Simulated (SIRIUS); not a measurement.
W in SIRIUS: the effect of dispersion

The system is W.

```xyz
1
Lattice="2.7407 0.0000 0.0000 -0.9136 2.5840 0.0000 -0.9136 -1.2920 2.2378" Properties=species:S:1:pos:R:3 pbc="T T T"
W     0.0000    0.0000    0.0000
```

Alike in all runs:

| Item | Value |
| --- | --- |
| Program | SIRIUS 7.12.0 |
| Task | equation of state |
| Functional | PBE |
| Potentials or basis | all-electron FP-LAPW |
| Cutoff | 185 eV |
| Basis | apw+lo standard |
| k mesh | 12 × 12 × 12 |
| Occupations | fermi-dirac, width 0.05 eV |
| Spin | no spin polarisation |

**Question.** One run gave: V0 of scaled cells 16.15 Å³/atom; B0 299 GPa. Which dispersion did it use?
A. D3(BJ)
B. none
C. D3
D. D4

**Answer.** B.

```csv
dispersion,V0 of scaled cells (Å³/atom),B0 (GPa)
none,16.15,299
D3,15.76,316
D3(BJ),15.77,312
D4,15.80,313
```
